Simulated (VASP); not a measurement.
Write the native input for VASP 6.6.1 that does the following.

```yaml
Task: G0W0 quasiparticle levels
Functional: PBE
Potentials_or_basis: VASP PAW PBE potentials, release 64 (C_GW)
Cutoff: 520 eV
k_mesh: 5 × 5 × 5
Occupations: gaussian, width 0.01 eV
Spin: no spin polarisation
GW_scheme: G0W0
GW_iterations: 1
Cutoff_of_the_response_function: 260
Empty_bands: 68
Frequency_points: 72
Further_INCAR_settings: ALGO = EVGW0; EDIFF = 1e-08; NBANDS = 72
```

Crystal: C.

```xyz
2
Lattice="0.0000 1.7834 1.7834 1.7834 0.0000 1.7834 1.7834 1.7834 0.0000" Properties=species:S:1:pos:R:3 pbc="T T T"
C     2.6751    2.6751    2.6751
C     1.7834    1.7834    1.7834
```

This isn't the form of C at room conditions, which is graphite.

The input as run:

POSCAR

```
C
1.0
    0.0000000000      1.7833700000      1.7833700000
    1.7833700000      0.0000000000      1.7833700000
    1.7833700000      1.7833700000      0.0000000000
C
2
Direct
    0.7500000000      0.7500000000      0.7500000000
    0.5000000000      0.5000000000      0.5000000000
```

INCAR.step1

```
PREC = Accurate
ENCUT = 520
EDIFF = 1E-8
ISMEAR = 0
SIGMA = 0.01
LREAL = F
LASPH = T
NELM = 100
ALGO = Normal
LWAVE = T
LCHARG = F
GGA = PE
```

INCAR.step2

```
PREC = Accurate
ENCUT = 520
EDIFF = 1E-8
ISMEAR = 0
SIGMA = 0.01
LREAL = F
LASPH = T
NELM = 1
ALGO = Exact
LWAVE = T
LCHARG = F
GGA = PE
NBANDS = 72
LOPTICS = T
ISTART = 1
```

INCAR.step3

```
PREC = Accurate
ENCUT = 520
EDIFF = 1E-8
ISMEAR = 0
SIGMA = 0.01
LREAL = F
LASPH = T
ALGO = EVGW0
LWAVE = F
LCHARG = F
GGA = PE
NELMGW = 1
NBANDS = 72
ENCUTGW = 260
NOMEGA = 72
PRECFOCK = Fast
ISTART = 1
NBANDSGW = 12
```

KPOINTS

```
Automatic mesh
0
Gamma
  5 5 5
```

Potentials or basis: VASP PAW PBE potentials, release 64 (C_GW).

The run is started by

```sh
$ cat potpaw_PBE.64/C_GW/POTCAR > POTCAR
$ cp INCAR.step1 INCAR
$ mpirun -np 1 vasp_std > vasp.out
$ cp INCAR.step2 INCAR
$ mpirun -np 1 vasp_std > vasp.out
$ cp INCAR.step3 INCAR
$ mpirun -np 1 vasp_std > vasp.out
```

It gave:

```
Band gap on the k mesh, mean-field level : 4.17 eV, indirect (least direct gap 5.59 eV)
Quasiparticle gap                        : 5.48 eV
Least direct quasiparticle gap           : 7.37 eV
```

Caveat: the k mesh is coarse (spacing up to 0.61 Å⁻¹), so the values aren't converged; bands, screening cutoff and mesh are small and nothing is extrapolated, so the quasiparticle values aren't converged; an odd mesh through Γ misses points on the zone boundary, where band edges often lie.

Run time: 36 s on 1 thread of AMD EPYC 9R45 96-Core Processor (Zen 5), with other jobs on the host, peak memory 0.17 GiB.
